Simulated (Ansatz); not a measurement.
**Bands, cutoff and cost in G0W0 for WS2 (2H monolayer)**

How do accuracy and time trade against each other in G0W0 on WS2 (2H monolayer)?

Main program and level: Ansatz 0.2.0; G0W0 on PBE, plane waves, PAW.

## 1. The structure

The cell holds 3 atoms: 1 W and 2 S. Cell: a = 3.159 Å, b = 3.159 Å, c = 29.500 Å, α = 90.0°, β = 90.0°, γ = 120.0°. Vacuum lies along c.

The structure was relaxed with PBE-D3(BJ). The runs that relaxed it are not among those shown. Spin-orbit coupling is left out unless a step names it. The default PAW set here is soft_2. Its files were made with PBE. The Coulomb interaction is cut off across the vacuum.

## 2. 135 empty bands, screening to 38 eV

G0W0 replaces the xc potential by the self-energy, built once from these orbitals. Only a window of levels is corrected, while the sums run over the empty bands that the input names.

Input file input.yaml:

```yaml
crystal:
  lattice:
    - [3.1593966215, 0.0, 0.0]
    - [-1.5796983107, 2.7361177348, 0.0]
    - [0.0, 0.0, 29.5]
  atoms:
    - { symbol: W, position: [0.3333333333, 0.6666666667, 0.5] }
    - { symbol: S, position: [0.6666666667, 0.3333333333, 0.5534272555] }
    - { symbol: S, position: [0.6666666667, 0.3333333333, 0.4465727445] }
  periodic: [true, true, false]
kpoints:
  mp_grid: { grid: [9, 9, 1] }
hamiltonian:
  xc: pbe
scf:
  occupations: { method: fixed }
gw:
  n_empty_bands: 135
  ecut_chi: 38
  qp_bands: [v2, c2]
  qp_kpoints: band_edges
  screening: { model: contour_deformation }
```

Command:

```bash
$ ansatz run input.yaml --threads 3 --pin off --max-ram 92160MiB --backend cuda --events-out ev --progress --plain --runs-dir out --devices 1 --max-vram 13GiB
```

Numbers of over 12 decimals in the logs are rounded to 6 here.

Output:

```text
GPUs: using 1 of 1 available (devices: 1).
Engine: ansatz 0.2.0, x86_64-unknown-linux-gnu
Pseudopotentials: kind: paw
Pseudopotential: W, paw, valence charge 14, recommended cutoff 420 eV (normal), W.paw.azcp
Pseudopotential: S, paw, valence charge 6, recommended cutoff 420 eV (normal), S.paw.azcp
Functional definition: PBE
  parameter kappa = 0.804
  parameter beta = 0.066725
  exchange = pbe_x(kappa = kappa, mu = beta*pi^2/3)
  correlation = pbe_c(beta = beta)
device memory: the entry about to start is reckoned to put 1.1 GiB on a device that reports 44.9 GiB free (of which the cap on the GPU budget leaves the run 13.0 GiB)
GPU FFT provider: cuFFT
GPU libraries: cuBLAS 13.8.2, cuFFT 12.4.0, cuSOLVER 12.3.4
Crystal: 3 atoms, lattice volume = 255.012 Å³
Basis set: ecut = 420 eV, 4935 PW (Γ)
Bands: 17, of which v1, the nominal top of the filled ones, is band 13 counted from 1 (12 counted from 0)
Symmetry: 12 space group operations
Space group: P-6m2 (ITA 187), of the structure as read, at distance tolerance 6.3e-5 Å
k-points: 12 of 81 (time reversal used)
Non-local potential: W, projectors of the file, l = 0: 3, l = 1: 2, l = 2: 2, l = 3: 1
Non-local potential: S, projectors of the file, l = 0: 2, l = 1: 2, l = 2: 2
PAW form: soft (Blöchl's): semilocal exchange-correlation on the pseudo side does not see the compensation charge
PAW one-centre angular grid: W, 590 points (default); XC on 64 Gauss nodes
PAW one-centre angular grid: S, 110 points (default); XC on 64 Gauss nodes
Initial density: superposition of atomic densities (neutral atoms: chi_scale 0, normalization atom), corrected by the library's trained network
Initial wavefunctions: pseudopotential atomic-orbital guess
GPU buffer pool allocated for 115200 grid points (all kernels)
GPU transforms: local potential and band sums: pruned to the plane-wave sphere, on 24×24×200
Functional: x = pbe(κ = 0.804, μ = 0.219515), c = pbe(β = 0.066725)
SCF iter   1: F=—  HF=-12191.422140 eV  |F-HF|=—  |Δ(HF+E_count)|=         —  Δρ=2.70e-3  dr2=2.39e-2  ethr=1.77e-3  ⟨swp⟩=7.6  Hψ=1415  notcnv=0  defer=20
preconditioner: auto → none  [insulator: Δε(μ)=1.923 eV  Ē_g=8.746 eV  n_scr=16 (ndim 8)  ℏωp=9.9 eV  f_vac=0.761  ε∞_Penn≈2.3]
SCF iter   2: F=—  HF=-12191.437222 eV  |F-HF|=—  |Δ(HF+E_count)|=   1.51e-2  Δρ=2.97e-3  dr2=7.42e-2  ethr=9.19e-5  ⟨swp⟩=5.1  Hψ=679  notcnv=0  defer=24
SCF iter   3: F=—  HF=-12191.426738 eV  |F-HF|=—  |Δ(HF+E_count)|=   1.05e-2  Δρ=9.97e-4  dr2=1.51e-3  ethr=9.19e-5  ⟨swp⟩=4.2  Hψ=394  notcnv=0  defer=24
SCF iter   4: F=—  HF=-12191.428634 eV  |F-HF|=—  |Δ(HF+E_count)|=   1.90e-3  Δρ=2.13e-4  dr2=8.32e-5  ethr=5.79e-6  ⟨swp⟩=3.9  Hψ=501  notcnv=0  defer=24
SCF iter   5: F=—  HF=-12191.428698 eV  |F-HF|=—  |Δ(HF+E_count)|=   6.45e-5  Δρ=4.59e-5  dr2=2.05e-6  ethr=3.20e-7  ⟨swp⟩=3.5  Hψ=479  notcnv=0  defer=23
SCF iter   6: F=—  HF=-12191.428702 eV  |F-HF|=—  |Δ(HF+E_count)|=   3.80e-6  Δρ=9.68e-6  dr2=2.91e-7  ethr=7.90e-9  ⟨swp⟩=3.8  Hψ=475  notcnv=0  defer=23
SCF iter   7: F=-12191.428702 eV  HF=-12191.428702 eV  |F-HF|=4.39e-8  |Δ(HF+E_count)|=   1.19e-7  Δρ=2.53e-6  dr2=9.84e-9  ethr=3.85e-10  ⟨swp⟩=12.6  Hψ=1310  notcnv=0
SCF 1 converged in 7 iterations: F = -12191.428702 eV  dr2 = 9.84e-9
  greatest PAW one-centre occupation: 1.000 electrons in one spin orbital (limit 2), on the W atom at site 0 (counted from 0), in its partial waves of l = 0
device memory: the entry about to start is reckoned to put 1.2 GiB (of the 1.3 GiB reckoned in all, the device holds 0.1 GiB already) on a device that reports 43.0 GiB free (of which the cap on the GPU budget leaves the run 12.9 GiB)
NSCF: frozen V_eff on 12 k-points, pencils in batches of 32, up to order 68
the band table was solved once the SCF had ended and its energy, with any forces and stress, was formed, with the checks that follow a solve (1891 applications of the Hamiltonian). They found nothing against the state; the energy, forces and stress were not computed again (output.eigenvalues in the input reference)
device memory: the entry about to start is reckoned to put 4.4 GiB on a device that reports 42.9 GiB free (of which the cap on the GPU budget leaves the run 13.0 GiB)
NSCF: frozen V_eff on 12 k-points
G₀W₀ screening: q 1/12
[... further progress lines ...]
device memory: the entry about to start is reckoned to put 0.6 GiB on a device that reports 49.3 GiB free (of which the cap on the GPU budget leaves the run 13.0 GiB)
NSCF: frozen V_eff on 1 k-points
SCF converged after 7 iterations
Free energy (F): -12191.428702 eV
Harris-Foulkes:  -12191.428702 eV  (|F-HF|=4.39e-8)
Internal energy: -12191.428702 eV  (E = F + TS)
E sigma→0 (E₀):  -12191.428702 eV
Fermi energy:    -5.686019 eV
--- Per-component energies (eV) ---
  E_band       = -622.075353
  E_kinetic    = 666.301958
  E_local      = -43585.492296  (includes V_loc(G=0)·N_el)
  E_nonlocal   = 57.290410
  E_hartree    = 21394.933312
  E_xc         = -462.121057
  E_vxc        = -414.959880  (∫ρ·V_xc dr)
  E_paw        = -9763.127831  (= ΣΔE_a)
  E_vpaw       = -135.091742  (= ΣTr[D̂ρ^β])
  E_aug_tail   = -0.000062  (compensation charges beyond the density's cutoff)
  E_ewald      = 19500.786864
  E_smearing   = -0.000000  (= −TS)
  E_closure    = 0.000000  (closes the sum)
  Σ components = -12191.428702   (vs F -12191.428702, Δ=0.00e0)
--- Band table (eV; the first three rows and the last of 12) ---
  k-point 0: bands = [... 9 lower, -7.8798, -7.2528, -7.2528, -5.8190, -2.7465, -2.7465, -2.6147, -2.6147]
  k-point 1: bands = [... 9 lower, -8.2985, -7.5646, -7.0592, -5.9188, -3.0753, -2.8810, -2.7885, -2.3827]
  k-point 2: bands = [... 9 lower, -8.1890, -7.7850, -7.2765, -6.4199, -3.4330, -3.0676, -2.6320, -1.6893]
  k-point 11: bands = [... 9 lower, -9.5815, -8.9740, -8.1154, -5.6860, -3.7660, -2.3937, -1.6154, -0.0475]
--- G₀W₀: contour deformation, 6 samples at zero and on the imaginary axis and 3 off it, 81 q-points, 135 empty bands' worth ---
  eigenvalues of the whole cell's RPA ε∞ on this k-mesh (on a slab, of 1 + 4πα/V) = 1.1677, 3.6351, 3.6351; static W/v taken at q = 0 is 0.489885
  bands read: the sum over 148 bands ends inside a degenerate multiplet in 1 slot, whose members it reads at an even weight; the widest, k=0: bands 148 to 149 (counted from 1) at 1/2 each
  gw.qp_kpoints: band_edges: 10 of 12 stored k-points solved, in 1 pass; an edge of the gap read off the rows below is read off those points alone
    valence top: of the k-points left out ik 8 came nearest to being solved in a further pass, in band 13 (counted from 1, as in the quasiparticle table): it holds the edge there only if its correction is more favourable than any solved in that band by at least 0.578 eV; those differ by 0.215 eV
    conduction bottom: of the k-points left out ik 7 came nearest to being solved in a further pass, in band 14 (counted from 1, as in the quasiparticle table): it holds the edge there only if its correction is more favourable than any solved in that band by at least 0.480 eV; those differ by 0.209 eV
    ik  band        ε_KS         Σx   Σc(E_QP)       V_xc       Z   E_QP_lin       E_QP  E_QP is
     0    12     -7.2528   -20.2192     2.0179   -18.3127  0.7451    -7.1417    -7.1414  root
     0    13     -5.8190   -18.1860     1.1679   -17.0641  0.7480    -5.7730    -5.7729  root
     0    14     -2.7465   -13.7007    -3.5576   -18.3453  0.7485    -1.6240    -1.6595  root
     0    15     -2.7465   -13.7007    -3.5576   -18.3453  0.7485    -1.6240    -1.6595  root
     1    12     -7.0592   -18.7610     2.3881   -16.2960  0.7453    -7.1361    -7.1360  root
     1    13     -5.9188   -18.5759     1.2452   -17.4003  0.7467    -5.8492    -5.8491  root
     1    14     -3.0753   -13.1603    -3.2892   -17.4099  0.7459    -2.0870    -2.1150  root
     1    15     -2.8810   -13.6284    -3.6186   -18.3057  0.7534    -1.7902    -1.8223  root
     2    12     -7.2765   -18.2564     2.6784   -15.4049  0.7385    -7.4504    -7.4496  root
     2    13     -6.4199   -18.9838     1.4859   -17.5765  0.7416    -6.3414    -6.3412  root
     2    14     -3.4330   -12.8075    -3.2616   -16.9619  0.7521    -2.5182    -2.5401  root
     2    15     -3.0676   -14.4493    -3.3716   -18.8548  0.7418    -2.0005    -2.0337  root
     3    12     -7.2344   -19.5415     2.4418   -17.1101  0.7407    -7.2238    -7.2238  root
     3    13     -6.9268   -18.5907     1.7121   -16.8977  0.7373    -6.9077    -6.9077  root
     3    14     -3.1052   -13.5883    -3.5561   -18.0861  0.7451    -2.1362    -2.1635  root
     3    15     -3.0689   -15.4064    -3.6243   -20.0936  0.7404    -1.9702    -2.0061  root
     4    12     -6.9342   -19.0721     2.4206   -16.6429  0.7454    -6.9427    -6.9427  root
     4    13     -6.7214   -18.1359     1.7862   -16.3011  0.7454    -6.7700    -6.7699  root
     4    14     -2.7971   -16.5340    -3.9704   -21.6067  0.7339    -1.6513    -1.6948  root
     4    15     -2.4870   -14.8065    -4.0192   -19.8211  0.7303    -1.4508    -1.4916  root
     5    12     -6.9409   -18.5899     2.5295   -15.9508  0.7453    -7.0507    -7.0505  root
     5    13     -6.2155   -19.0568     1.4045   -17.7433  0.7434    -6.1246    -6.1244  root
     5    14     -3.4643   -12.8970    -3.1764   -16.9820  0.7519    -2.5333    -2.5558  root
     5    15     -3.0082   -14.0150    -3.4090   -18.4370  0.7425    -1.9631    -1.9953  root
[...]
10    12     -7.8652   -19.4091     2.9902   -16.2791  0.7224    -8.0057    -8.0050  root
    10    13     -6.0684   -18.7943     1.1538   -17.7660  0.7485    -5.9432    -5.9429  root
    10    14     -3.2691   -15.7509    -3.3172   -20.0855  0.7451    -2.2221    -2.2516  root
    10    15     -2.1914   -12.5009    -3.9667   -17.4762  0.7453    -1.1488    -1.1829  root
    11    12     -8.1154   -19.8657     3.0983   -16.6445  0.7130    -8.2389    -8.2384  root
    11    13     -5.6860   -18.8265     0.8373   -18.1561  0.7518    -5.5196    -5.5191  root
    11    14     -3.7660   -15.8502    -3.0525   -19.9241  0.7531    -2.7192    -2.7445  root
    11    15     -2.3937   -12.1424    -3.8935   -17.0206  0.7488    -1.3787    -1.4090  root
```

The job ended after 23 s (1 × NVIDIA H100 80GB HBM3 (shared by 6 runs) with 3 threads of AMD EPYC 7R13 (Zen 3), shared host; peak memory 1.3 GiB; 19 s of CPU time).

This step gave:

```yaml
bands_summed: 148
plane_waves_in_the_screening_matrix: 155
q_points_in_the_mesh: 81
g0w0_gap_on_the_mesh: 2.775 eV
k_of_the_valence_top: 0.3333, 0.3333, 0
k_of_the_conduction_bottom: 0.3333, 0.3333, 0
starting_gap_on_the_mesh: 1.920 eV
z_at_the_valence_top: 0.7518
z_at_the_conduction_bottom: 0.7531
least_direct_g0w0_gap_on_the_computed_points: 2.775 eV
```

The gap on the mesh goes from 1.92 eV to 2.77 eV, a correction of +0.85 eV. Between the two edge states, bare exchange in place of the xc potential would open the gap by 4.74 eV, and correlation takes back 3.89 eV.

## 3. 339 empty bands, screening to 70 eV

Bands and screening cutoff are moved together, since each hides the error of the other.

input.yaml, as its differences from that of step 2:

```diff
@@ -16,5 +16,6 @@
   occupations: { method: fixed }
+  convergence: { dr2_threshold: 1.0e-10 }
 gw:
-  n_empty_bands: 135
-  ecut_chi: 38
+  n_empty_bands: 339
+  ecut_chi: 70.0
   qp_bands: [v2, c2]
```

Output:

```text
GPUs: using 1 of 1 available (devices: 1).
[...]
GPU FFT provider: cuFFT
GPU libraries: cuBLAS 13.8.2, cuFFT 12.4.0, cuSOLVER 12.3.4
Crystal: 3 atoms, lattice volume = 255.012 Å³
Basis set: ecut = 420 eV, 4935 PW (Γ)
Bands: 17, of which v1, the nominal top of the filled ones, is band 13 counted from 1 (12 counted from 0)
[... 1 set-up line as in the run before ...]
[...]
k-points: 12 of 81 (time reversal used)
[...]
GPU buffer pool allocated for 115200 grid points (all kernels)
[...]
SCF iter   1: F=—  HF=-12191.422140 eV  |F-HF|=—  |Δ(HF+E_count)|=         —  Δρ=2.70e-3  dr2=2.39e-2  ethr=1.77e-3  ⟨swp⟩=7.6  Hψ=1415  notcnv=0  defer=20
[...]
SCF iter   9: F=-12191.428702 eV  HF=-12191.428702 eV  |F-HF|=6.55e-11  |Δ(HF+E_count)|=   2.53e-9  Δρ=8.53e-8  dr2=2.10e-11  ethr=1.00e-12  ⟨swp⟩=12.1  Hψ=1328  notcnv=0
SCF 1 converged in 9 iterations: F = -12191.428702 eV  dr2 = 2.10e-11
[...]
NSCF: frozen V_eff on 12 k-points, pencils in batches of 32, up to order 68
[...]
NSCF: frozen V_eff on 12 k-points
G₀W₀ screening: q 1/12
[... further progress lines ...]
[...]
SCF converged after 9 iterations
Free energy (F): -12191.428702 eV
[...]
Internal energy: -12191.428702 eV  (E = F + TS)
E sigma→0 (E₀):  -12191.428702 eV
Fermi energy:    -5.686206 eV
[...]
--- Band table (eV; the first three rows and the last of 12) ---
  k-point 0: bands = [... 9 lower, -7.8799, -7.2530, -7.2530, -5.8191, -2.7467, -2.7467, -2.6149, -2.6149]
  k-point 1: bands = [... 9 lower, -8.2987, -7.5647, -7.0594, -5.9189, -3.0755, -2.8811, -2.7886, -2.3829]
  k-point 2: bands = [... 9 lower, -8.1892, -7.7852, -7.2766, -6.4201, -3.4332, -3.0678, -2.6322, -1.6895]
  k-point 11: bands = [... 9 lower, -9.5817, -8.9742, -8.1155, -5.6862, -3.7661, -2.3939, -1.6156, -0.0476]
[...]
0    12     -7.2530   -20.2192     1.6945   -18.3127  0.7374    -7.4659    -7.4649  root
     0    13     -5.8191   -18.1860     0.8753   -17.0641  0.7411    -6.0669    -6.0657  root
     0    14     -2.7467   -13.7007    -3.8844   -18.3453  0.7409    -1.9711    -1.9865  root
     0    15     -2.7467   -13.7007    -3.8844   -18.3453  0.7409    -1.9711    -1.9865  root
     1    12     -7.0594   -18.7609     2.0943   -16.2960  0.7380    -7.4334    -7.4300  root
     1    13     -5.9189   -18.5759     0.9443   -17.4003  0.7396    -6.1513    -6.1502  root
     1    14     -3.0755   -13.1603    -3.5958   -17.4099  0.7381    -2.4102    -2.4218  root
     1    15     -2.8811   -13.6284    -3.9290   -18.3056  0.7464    -2.1185    -2.1329  root
[...]
11    12     -8.1155   -19.8657     2.8305   -16.6445  0.7062    -8.5118    -8.5063  root
    11    13     -5.6862   -18.8266     0.5043   -18.1561  0.7446    -5.8528    -5.8523  root
    11    14     -3.7661   -15.8502    -3.4128   -19.9242  0.7452    -3.0956    -3.1049  root
    11    15     -2.3939   -12.1424    -4.1650   -17.0206  0.7429    -1.6661    -1.6806  root
```

Elapsed: 31 s, on 1 × NVIDIA H100 80GB HBM3 (shared by 6 runs) with 3 threads; peak memory 1.7 GiB.

This step gave:

```yaml
bands_summed: 352
plane_waves_in_the_screening_matrix: 329
q_points_in_the_mesh: 81
g0w0_gap_on_the_mesh: 2.747 eV
k_of_the_valence_top: 0.3333, 0.3333, 0
k_of_the_conduction_bottom: 0.3333, 0.3333, 0
starting_gap_on_the_mesh: 1.920 eV
z_at_the_valence_top: 0.7446
z_at_the_conduction_bottom: 0.7452
least_direct_g0w0_gap_on_the_computed_points: 2.747 eV
```

Against the run with 9×9×1 mesh, 135 empty bands, screening to 38 eV, the gap moves by −0.03 eV.

## 4. The runs together

Times are wall times on 1 × NVIDIA H100 80GB HBM3 (shared by 6 runs) with 3 threads of AMD EPYC 7R13 (Zen 3), shared host, good to a factor of about two.

| mesh | files | frequency | bands summed | cutoff (eV) | start (eV) | G0W0 (eV) | time | host memory (GiB) |
| --- | --- | --- | --- | --- | --- | --- | --- | --- |
| 9×9×1 | default PAW | contour deformation | 148 | 38 | 1.920 | 2.775 | 23 s | 1.3 |
| 9×9×1 | default PAW | contour deformation | 352 | 70 | 1.920 | 2.747 | 31 s | 1.7 |

How the two edges are built up, in eV (the quasiparticle level is the starting level plus Σx plus Σc less Vxc):

| run | edge | start | Σx | Σc | Vxc | Z | QP |
| --- | --- | --- | --- | --- | --- | --- | --- |
| 148 bands | valence top | -5.69 | -18.83 | 0.84 | -18.16 | 0.75 | -5.52 |
| 148 bands | conduction bottom | -3.77 | -15.85 | -3.05 | -19.92 | 0.75 | -2.74 |
| 352 bands | valence top | -5.69 | -18.83 | 0.50 | -18.16 | 0.74 | -5.85 |
| 352 bands | conduction bottom | -3.77 | -15.85 | -3.41 | -19.92 | 0.75 | -3.10 |

## 5. What came out

| Property | Result |
| --- | --- |
| 148 bands, 38 eV | 2.775 eV |
| 352 bands, 70 eV | 2.747 eV |
| estimated limit in bands and cutoff | 2.73 eV |
| mesh and start | 9×9×1, PBE |

In words: A line in one over the bands through the two rungs gives 2.73 eV, −0.02 eV from the top rung; with two points alone it is an unchecked estimate. The rungs stand 0.05 eV (148 bands) and 0.02 eV (352 bands) from it. From 148 to 352 bands the gap moves by −0.03 eV. Σc changes by −0.33 eV at the valence top and −0.36 eV at the conduction bottom, so the levels themselves move more than the gap between them. The mesh in the plane is coarse for a sheet; gap and any exciton binding can still move on denser ones. The many-body steps are scalar-relativistic: spin-orbit coupling is not in them.

[Paths, hosts, dates, memory and timing lines, banners, echoed tables and standing remarks are left out of the program output.]

[Logs are printed without paths, hosts, clocks, repeated set-up lines and the standing remarks that a program may print on its own settings, such as how far it seeks lower states.]

[Runs of the session that timed out or met a known fault of the program may be left out.]

[Cells called generated may have been cut or substituted from an entry of the Crystallography Open Database or the Materials Project.]

[Hosts, paths, dates, database ids (printed as entryN), source tags and the programs' standing remarks are cut or masked in the printed files.]
